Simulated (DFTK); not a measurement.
# Ge (Fd-3m) in DFTK: settings compared

Aim: see how the results for Ge move with the level of theory and the settings. Levels: PBE, r2SCAN, LDA. Tasks: band structure.

Program: DFTK 0.8.2. These are calculated values, not measurements. Logs are shortened: lines on timing, memory, paths and dates and some standing lists are left out, and cuts for length are marked.

**What was measured.**

“Electronic and optical properties of SixGe1-x-ySny alloys lattice-matched to Ge”, 2021, arxiv:2109.02782 reports, for a bulk crystal of Ge at 293 K: band gap 0.666 eV (indirect).

How close the calculation comes is told below.

### 1 The structure

The structure is cubic, space group Fd-3m (No. 227). Conventional cell: a = 5.658 Å, b = 5.658 Å, c = 5.658 Å, α = 90.00°, β = 90.00°, γ = 90.00°. Ge (site symmetry -43m) has 4 Ge at 2.45 Å as nearest neighbours.

### 2 Band structure, PBE

File run.jl:

```julia
using DFTK
using PseudoPotentialData
using Unitful, UnitfulAtomic
using LinearAlgebra, Printf
using AtomsBase
include("save.jl")
disable_threading()

cell = [[0.0, 2.82891, 2.82891],
        [2.82891, 0.0, 2.82891],
        [2.82891, 2.82891, 0.0]]u"Å"
system = periodic_system([:Ge => [0.75, 0.75, 0.75],
                          :Ge => [0.5, 0.5, 0.5]],
                         cell; fractional=true)
lattice   = austrip.(hcat(cell_vectors(system)...))
symbols   = atomic_symbol(system, :) .|> Symbol
positions = [lattice \ austrip.(position(system, i)) for i in 1:length(system)]
pseudopotentials = PseudoFamily("cp2k.nc.sr.pbe.v0_1.largecore.gth")
elements = Dict(s => ElementPsp(s, pseudopotentials) for s in unique(symbols))
atoms    = [elements[s] for s in symbols]

build_model(lattice, positions; symmetries=true) =
    model_DFT(lattice, atoms, positions;
              functionals=PBE(),
              temperature=austrip(0.05u"eV"),
              smearing=Smearing.FermiDirac(),
              symmetries)
Ecut  = 22.0  # hartree
kgrid = [8, 8, 8]
tol   = 1e-6
to_GPa = ustrip(uconvert(u"GPa", 1u"hartree/bohr^3"))

model = build_model(lattice, positions)
basis = PlaneWaveBasis(model; Ecut, kgrid)
display(basis)
scfres = self_consistent_field(basis;
                               tol,
                               nbandsalg=AdaptiveBands(model; n_bands_converge=9))
display(scfres.energies)
@printf "Fermi level: %.6f eV\n" ustrip(auconvert(u"eV", something(scfres.εF, NaN)))
forces = compute_forces_cart(scfres)
println("Forces (eV/Å)")
for (s, f) in zip(symbols, forces)
    @printf "%-3s %12.6f %12.6f %12.6f\n" s ustrip.(auconvert.(u"eV/Å", f))...
end
stress = compute_stresses_cart(scfres)
println("Stress (GPa)")
display(round.(stress * to_GPa; digits=4))
println("Levels at the first k-point (eV): ", round.(ustrip.(auconvert.(u"eV", scfres.eigenvalues[1][1:scfres.n_bands_converge])); digits=4))
save_scf!(scfres; forces, stress)

points = Dict("G" => [0.0, 0.0, 0.0], "K" => [0.375, 0.375, 0.75], "L" => [0.5, 0.5, 0.5], "U" => [0.625, 0.25, 0.625], "W" => [0.5, 0.25, 0.75], "X" => [0.5, 0.0, 0.5])
segments = [("G", "X", 7), ("X", "W", 4), ("W", "K", 3), ("K", "G", 7), ("G", "L", 6), ("L", "U", 4), ("U", "W", 3), ("W", "L", 5), ("L", "K", 4), ("U", "X", 3)]
kcoords = vcat([[points[a] + t * (points[b] - points[a]) for t in range(0, 1, n)] for (a, b, n) in segments]...)
bands = compute_bands(scfres, ExplicitKpoints(kcoords); n_bands=11, tol=1e-5)
for (k, ε) in zip(bands.basis.kpoints, bands.eigenvalues)
    @printf "%d %8.4f %8.4f %8.4f " k.spin k.coordinate...
    println(join([@sprintf("%9.4f", e) for e in ustrip.(auconvert.(u"eV", ε .- scfres.εF))]))
end
results["band_energies"] = rows(bands.eigenvalues); results["band_kpoints"] = rows(kcoords)
```

Potentials or basis: cp2k.nc.sr.pbe.v0_1.largecore.gth (PBE, GTH).

The run is started by

```console
> julia --threads=1 run.jl  # save.jl only writes the numbers to a file and isn't shown; printed stress counts tension as positive; times include loading and compiling
```

Log:

```text
PlaneWaveBasis discretization:

    Ecut                 : 22.0 Ha
    fft_size             : (36, 36, 36), 46656 total points
    kgrid                : MonkhorstPack([8, 8, 8])
    num.   red. kpoints  : 512
    num. irred. kpoints  : 29

    Discretized Model(gga_x_pbe+gga_c_pbe, 3D):
        lattice (in Bohr)    : [0         , 5.34587   , 5.34587   ]
                               [5.34587   , 0         , 5.34587   ]
                               [5.34587   , 5.34587   , 0         ]
        unit cell volume     : 305.55 Bohr³

        atoms                : Ge₂
        pseudopot. family    : PseudoFamily("cp2k.nc.sr.pbe.v0_1.largecore.gth")

        num. electrons       : 8
        spin polarization    : none
        temperature          : 0.0018375 Ha
        smearing             : DFTK.Smearing.FermiDirac()

        terms                : Kinetic()
                               AtomicLocal()
                               AtomicNonlocal()
                               Ewald(nothing)
                               PspCorrection()
                               Hartree()
                               Xc(gga_x_pbe, gga_c_pbe)
                               Entropy()
n     Energy            log10(ΔE)   log10(Δρ)   Diag   Δtime
---   ---------------   ---------   ---------   ----   ------
  1   -7.861987168871                   -0.72    4.0    2.48s
  2   -7.863564720799       -2.80       -1.22    1.0    1.09s
  3   -7.863735869569       -3.77       -2.11    2.2    1.89s
  4   -7.863749741277       -4.86       -3.16    1.4    919ms
  5   -7.863751006004       -5.90       -3.67    3.0    2.02s
  6   -7.863751031870       -7.59       -4.14    1.8    926ms
  7   -7.863751036020       -8.38       -5.12    2.4    1.80s
  8   -7.863751036140       -9.92       -5.64    3.1    1.25s
  9   -7.863751036142      -11.89       -6.17    1.8    1.66s
Energy breakdown (in Ha):
    Kinetic             3.0716668
    AtomicLocal         -2.3176695
    AtomicNonlocal      0.8359388
    Ewald               -8.0612554
    PspCorrection       0.3837632
    Hartree             0.5749314
    Xc                  -2.3510993
    Entropy             -0.0000271

    total               -7.863751036142
Fermi level: 4.619799 eV
Forces (eV/Å)
Ge     -0.000000     0.000000    -0.000000
Ge      0.000000    -0.000000     0.000000
Stress (GPa)
3×3 StaticArraysCore.SMatrix{3, 3, Float64, 9} with indices SOneTo(3)×SOneTo(3):
 -3.4061  -0.0      0.0
  0.0     -3.4061  -0.0
  0.0      0.0     -3.4061
Levels at the first k-point (eV): [-8.18, 4.5656, 4.5656, 4.5656, 4.633, 7.1142, 7.1142, 7.1142, 11.005]
1   0.0000   0.0000   0.0000  -12.7998  -0.0542  -0.0542  -0.0542   0.0132   2.4944   2.4944   2.4944   6.3852   9.3446   9.3446
1   0.0833   0.0000   0.0833  -12.6876  -1.6326  -0.5236  -0.5236   1.5388   2.1575   3.1078   3.1078   6.9762   8.0447   9.4639
1   0.1667   0.0000   0.1667  -12.3517  -3.2204  -1.3436  -1.3436   1.5155   2.7092   4.3512   4.3512   6.7844   8.3653   9.8219
1   0.2500   0.0000   0.2500  -11.7967  -4.7637  -2.0897  -2.0897   0.9465   2.6928   5.7792   5.7792   7.0242  10.1049  10.4193
1   0.3333   0.0000   0.3333  -11.0317  -6.2484  -2.6550  -2.6550   0.5861   1.8966   7.2569   7.2569   8.3926  11.2568  11.7898
1   0.4167   0.0000   0.4167  -10.0716  -7.6494  -3.0039  -3.0039   0.4857   1.1525   8.6608   8.6608  10.0060  12.3355  12.4403
[... 38 lines left out ...]
1   0.5625   0.1250   0.5625   -9.0332  -8.7864  -3.7056  -3.0091   0.7789   1.7641   8.5284   8.7003   9.9258  11.2850  12.3954
1   0.5000   0.0000   0.5000   -8.9346  -8.9346  -3.1215  -3.1215   0.6715   0.6715   9.4342   9.4342  11.5214  11.5214  12.6829
```

Wall time 38 s (1 thread of Intel Xeon Platinum 8488C (Sapphire Rapids), shared host); peak memory 1.6 GiB.

What came out:

```yaml
Free_energy: -213.9836 eV
Pressure: 3.4 GPa
Band_gap_on_the_k_mesh: 0.07 eV, direct
Band_gap_along_the_path: 0.07 eV, direct
```

Levels at the corners of the path, in eV from the valence-band top:
```tsv
point	band 1	band 2	band 3	band 4	band 5	band 6	band 7	band 8
Γ	-12.75	0.00	0.00	0.00	0.07	2.55	2.55	2.55
X	-8.88	-8.88	-3.07	-3.07	0.73	0.73	9.49	9.49
W	-8.78	-8.78	-3.91	-3.91	4.33	4.33	4.70	4.70
K	-9.35	-8.29	-4.34	-2.63	1.14	4.08	7.22	7.37
Γ	-12.75	0.00	0.00	0.00	0.07	2.55	2.55	2.55
L	-10.67	-7.59	-1.40	-1.40	0.18	3.73	3.73	7.14
U	-9.35	-8.29	-4.34	-2.63	1.14	4.08	7.22	7.37
W	-8.78	-8.78	-3.91	-3.91	4.33	4.33	4.70	4.70
L	-10.67	-7.59	-1.40	-1.40	0.18	3.73	3.73	7.14
K	-9.35	-8.29	-4.34	-2.63	1.14	4.08	7.22	7.37
U	-9.35	-8.29	-4.34	-2.63	1.14	4.08	7.22	7.37
X	-8.88	-8.88	-3.07	-3.07	0.73	0.73	9.49	9.49
```

Caveat: GTH potentials come without recommended cutoffs, and this one wasn't checked for convergence.

### 3 Band structure, r2SCAN

File run.jl:

```julia
using DFTK
using PseudoPotentialData
using Unitful, UnitfulAtomic
using LinearAlgebra, Printf
include("save.jl")
disable_threading()

# lattice vectors are the columns
lattice = austrip(1u"Å") * [           0.0        2.82891        2.82891;
                  2.82891            0.0        2.82891;
                  2.82891        2.82891            0.0]
symbols   = [:Ge, :Ge]
positions = [[0.75, 0.75, 0.75],
             [0.5, 0.5, 0.5]]
pseudopotentials = Dict(:Ge => "Ge.upf")
elements = Dict(s => ElementPsp(s, pseudopotentials; rcut=10.0) for s in unique(symbols))
atoms    = [elements[s] for s in symbols]

build_model(lattice, positions; symmetries=true) =
    model_DFT(lattice, atoms, positions;
              functionals=r2SCAN(),
              temperature=austrip(0.05u"eV"),
              smearing=Smearing.FermiDirac(),
              symmetries)
Ecut  = 45.0  # hartree
kgrid = [5, 5, 5]
tol   = 1e-6
to_GPa = ustrip(uconvert(u"GPa", 1u"hartree/bohr^3"))

model = build_model(lattice, positions)
basis = PlaneWaveBasis(model; Ecut, kgrid)
display(basis)
scfres = self_consistent_field(basis;
                               tol,
                               nbandsalg=AdaptiveBands(model; n_bands_converge=19))
display(scfres.energies)
@printf "Fermi level: %.6f eV\n" ustrip(auconvert(u"eV", something(scfres.εF, NaN)))
forces = compute_forces_cart(scfres)
println("Forces (eV/Å)")
for (s, f) in zip(symbols, forces)
    @printf "%-3s %12.6f %12.6f %12.6f\n" s ustrip.(auconvert.(u"eV/Å", f))...
end
stress = compute_stresses_cart(scfres)
println("Stress (GPa)")
display(round.(stress * to_GPa; digits=4))
println("Levels at the first k-point (eV): ", round.(ustrip.(auconvert.(u"eV", scfres.eigenvalues[1][1:scfres.n_bands_converge])); digits=4))
save_scf!(scfres; forces, stress)

points = Dict("G" => [0.0, 0.0, 0.0], "K" => [0.375, 0.375, 0.75], "L" => [0.5, 0.5, 0.5], "U" => [0.625, 0.25, 0.625], "W" => [0.5, 0.25, 0.75], "X" => [0.5, 0.0, 0.5])
segments = [("G", "X", 7), ("X", "W", 4), ("W", "K", 3), ("K", "G", 7), ("G", "L", 6), ("L", "U", 4), ("U", "W", 3), ("W", "L", 5), ("L", "K", 4), ("U", "X", 3)]
kcoords = vcat([[points[a] + t * (points[b] - points[a]) for t in range(0, 1, n)] for (a, b, n) in segments]...)
bands = compute_bands(scfres, ExplicitKpoints(kcoords); n_bands=21, tol=1e-5)
for (k, ε) in zip(bands.basis.kpoints, bands.eigenvalues)
    @printf "%d %8.4f %8.4f %8.4f " k.spin k.coordinate...
    println(join([@sprintf("%9.4f", e) for e in ustrip.(auconvert.(u"eV", ε .- scfres.εF))]))
end
results["band_energies"] = rows(bands.eigenvalues); results["band_kpoints"] = rows(kcoords)
```

Potentials or basis: in-house norm-conserving set (r2SCAN, scalar relativistic).

The run is started by

```console
> julia --threads=1 run.jl  # save.jl only writes the numbers to a file and isn't shown; printed stress counts tension as positive; times include loading and compiling
```

It took 5.2 min on 1 thread of Intel Xeon Platinum 8488C (Sapphire Rapids), shared host; peak memory 1.8 GiB.

It converged, with:

```yaml
Free_energy: -4631.9520 eV
Pressure: 0.6 GPa
Band_gap_on_the_k_mesh: 0.46 eV, direct
Band_gap_along_the_path: 0.46 eV, direct
```

Levels at the corners of the path, in eV from the valence-band top:
| point | band 10 | band 11 | band 12 | band 13 | band 14 | band 15 | band 16 | band 17 | band 18 | band 19 |
| --- | --- | --- | --- | --- | --- | --- | --- | --- | --- | --- |
| Γ | -25.15 | -13.29 | 0.00 | 0.00 | 0.00 | 0.46 | 2.72 | 2.72 | 2.72 | 7.07 |
| X | -25.11 | -9.20 | -9.20 | -3.22 | -3.22 | 0.98 | 0.98 | 10.13 | 10.13 | 12.38 |
| W | -25.10 | -9.10 | -9.10 | -4.05 | -4.05 | 4.70 | 4.70 | 5.06 | 5.06 | 11.68 |
| K | -25.10 | -9.70 | -8.58 | -4.50 | -2.76 | 1.40 | 4.43 | 7.74 | 7.83 | 8.71 |
| Γ | -25.15 | -13.29 | 0.00 | 0.00 | 0.00 | 0.46 | 2.72 | 2.72 | 2.72 | 7.07 |
| L | -25.13 | -11.09 | -7.86 | -1.48 | -1.48 | 0.47 | 4.00 | 4.00 | 7.67 | 11.22 |
| U | -25.10 | -9.70 | -8.58 | -4.50 | -2.76 | 1.40 | 4.43 | 7.74 | 7.83 | 8.71 |
| W | -25.10 | -9.10 | -9.10 | -4.05 | -4.05 | 4.70 | 4.70 | 5.06 | 5.06 | 11.68 |
| L | -25.13 | -11.09 | -7.86 | -1.48 | -1.48 | 0.47 | 4.00 | 4.00 | 7.67 | 11.22 |
| K | -25.10 | -9.70 | -8.58 | -4.50 | -2.76 | 1.40 | 4.43 | 7.74 | 7.83 | 8.71 |
| U | -25.10 | -9.70 | -8.58 | -4.50 | -2.76 | 1.40 | 4.43 | 7.74 | 7.83 | 8.71 |
| X | -25.11 | -9.20 | -9.20 | -3.22 | -3.22 | 0.98 | 0.98 | 10.13 | 10.13 | 12.38 |

### 4 Band structure, LDA

Edit run.jl of step 3 so:

```diff
@@ -4,2 +4,3 @@
 using LinearAlgebra, Printf
+using AtomsBase
 include("save.jl")
@@ -7,11 +8,13 @@
 
-# lattice vectors are the columns
-lattice = austrip(1u"Å") * [           0.0        2.82891        2.82891;
-                  2.82891            0.0        2.82891;
-                  2.82891        2.82891            0.0]
-symbols   = [:Ge, :Ge]
-positions = [[0.75, 0.75, 0.75],
-             [0.5, 0.5, 0.5]]
-pseudopotentials = Dict(:Ge => "Ge.upf")
-elements = Dict(s => ElementPsp(s, pseudopotentials; rcut=10.0) for s in unique(symbols))
+cell = [[0.0, 2.82891, 2.82891],
+        [2.82891, 0.0, 2.82891],
+        [2.82891, 2.82891, 0.0]]u"Å"
+system = periodic_system([:Ge => [0.75, 0.75, 0.75],
+                          :Ge => [0.5, 0.5, 0.5]],
+                         cell; fractional=true)
+lattice   = austrip.(hcat(cell_vectors(system)...))
+symbols   = atomic_symbol(system, :) .|> Symbol
+positions = [lattice \ austrip.(position(system, i)) for i in 1:length(system)]
+pseudopotentials = PseudoFamily("cp2k.nc.sr.lda.v0_1.largecore.gth")
+elements = Dict(s => ElementPsp(s, pseudopotentials) for s in unique(symbols))
 atoms    = [elements[s] for s in symbols]
@@ -20,3 +23,3 @@
     model_DFT(lattice, atoms, positions;
-              functionals=r2SCAN(),
+              functionals=LDA(),
               temperature=austrip(0.05u"eV"),
@@ -24,4 +27,4 @@
               symmetries)
-Ecut  = 45.0  # hartree
-kgrid = [5, 5, 5]
+Ecut  = 20.0  # hartree
+kgrid = [8, 8, 8]
 tol   = 1e-6
@@ -34,3 +37,3 @@
                                tol,
-                               nbandsalg=AdaptiveBands(model; n_bands_converge=19))
+                               nbandsalg=AdaptiveBands(model; n_bands_converge=9))
 display(scfres.energies)
@@ -51,3 +54,3 @@
 kcoords = vcat([[points[a] + t * (points[b] - points[a]) for t in range(0, 1, n)] for (a, b, n) in segments]...)
-bands = compute_bands(scfres, ExplicitKpoints(kcoords); n_bands=21, tol=1e-5)
+bands = compute_bands(scfres, ExplicitKpoints(kcoords); n_bands=11, tol=1e-5)
 for (k, ε) in zip(bands.basis.kpoints, bands.eigenvalues)
```

Potentials or basis: cp2k.nc.sr.lda.v0_1.largecore.gth (LDA, GTH).

The run is started by

```console
> julia --threads=1 run.jl  # save.jl only writes the numbers to a file and isn't shown; printed stress counts tension as positive; times include loading and compiling
```

Wall time 36 s (1 thread of AMD EPYC 9R14 (Zen 4), shared host); peak memory 1.5 GiB.

Results (log left out):

| Property | Result |
| --- | --- |
| Free energy | -217.4617 eV |
| Pressure | -3.0 GPa |
| Band gap on the k mesh | none (metal or under the smearing width) |

Levels at the corners of the path, in eV from the Fermi level:
```
point  band 1  band 2  band 3  band 4  band 5  band 6  band 7  band 8
    Γ  -12.77   -0.07   -0.02   -0.02   -0.02    2.58    2.58    2.58
    X   -8.92   -8.92   -3.05   -3.05    0.70    0.70    9.48    9.48
    W   -8.83   -8.83   -3.89   -3.89    4.32    4.32    4.68    4.68
    K   -9.39   -8.33   -4.32   -2.61    1.11    4.07    7.19    7.40
    Γ  -12.77   -0.07   -0.02   -0.02   -0.02    2.58    2.58    2.58
    L  -10.71   -7.62   -1.40   -1.40    0.11    3.75    3.75    7.10
    U   -9.39   -8.33   -4.32   -2.61    1.11    4.07    7.19    7.40
    W   -8.83   -8.83   -3.89   -3.89    4.32    4.32    4.68    4.68
    L  -10.71   -7.62   -1.40   -1.40    0.11    3.75    3.75    7.10
    K   -9.39   -8.33   -4.32   -2.61    1.11    4.07    7.19    7.40
    U   -9.39   -8.33   -4.32   -2.61    1.11    4.07    7.19    7.40
    X   -8.92   -8.92   -3.05   -3.05    0.70    0.70    9.48    9.48
```

Caveat: GTH potentials come without recommended cutoffs, and this one wasn't checked for convergence; this crystal is a semiconductor, whose small gap the functional closes, so the metal is an error of the method.

### 5 The runs side by side

```tsv
level	potentials or basis	k mesh	cutoff (eV)	valence electrons	gap on the mesh (eV)	pressure (GPa)
PBE	cp2k.nc.sr.pbe.v0_1.largecore.gth (PBE, GTH)	8 × 8 × 8	599	Ge 4	0.07	3.4
r2SCAN	in-house norm-conserving set (r2SCAN, scalar relativistic)	5 × 5 × 5	1225	Ge 14	0.46	0.6
LDA	cp2k.nc.sr.lda.v0_1.largecore.gth (LDA, GTH)	8 × 8 × 8	544	Ge 4	none	-3.0
```

Alike in all rows: task band structure; no spin polarisation; cell as given; smearing fermi-dirac 0.05 eV.

Caveats: GTH potentials come without recommended cutoffs, and this one wasn't checked for convergence (some runs); this crystal is a semiconductor, whose small gap the functional closes, so the metal is an error of the method (some runs).

Absolute energies hang on the potentials; compare differences alone.

### 6 How close it comes

Step 2. A measured gap of Ge is 0.666 eV (indirect; 293 K; “Electronic and optical properties of SixGe1-x-ySny alloys lattice-matched to Ge”, 2021, arxiv:2109.02782); the calculated 0.07 eV misses it by -0.60 eV. 3 values of this kind are on record (0.666 to 0.807 eV); this one was drawn at random among those near their median. Spin-orbit coupling on Ge is left out. The value is that of PBE, without temperature or zero-point motion. Semilocal functionals fall short of measured gaps as a rule.

Step 3. A measured gap of Ge is 0.666 eV (indirect; 293 K; “Electronic and optical properties of SixGe1-x-ySny alloys lattice-matched to Ge”, 2021, arxiv:2109.02782); the calculated 0.46 eV misses it by -0.21 eV. 3 values of this kind are on record (0.666 to 0.807 eV); this one was drawn at random among those near their median. Spin-orbit coupling on Ge is left out. The value is that of r2SCAN, without temperature or zero-point motion.

Step 4. Against the measured gap of Ge, 0.666 eV (indirect; 293 K; “Electronic and optical properties of SixGe1-x-ySny alloys lattice-matched to Ge”, 2021, arxiv:2109.02782), the calculated 0.00 eV is off by -0.67 eV. 3 values of this kind are on record (0.666 to 0.807 eV); this one was drawn at random among those near their median. Spin-orbit coupling on Ge is left out. The value is that of LDA on a finite k mesh, which can miss the band edges, without temperature or zero-point motion. Semilocal functionals fall short of measured gaps as a rule.
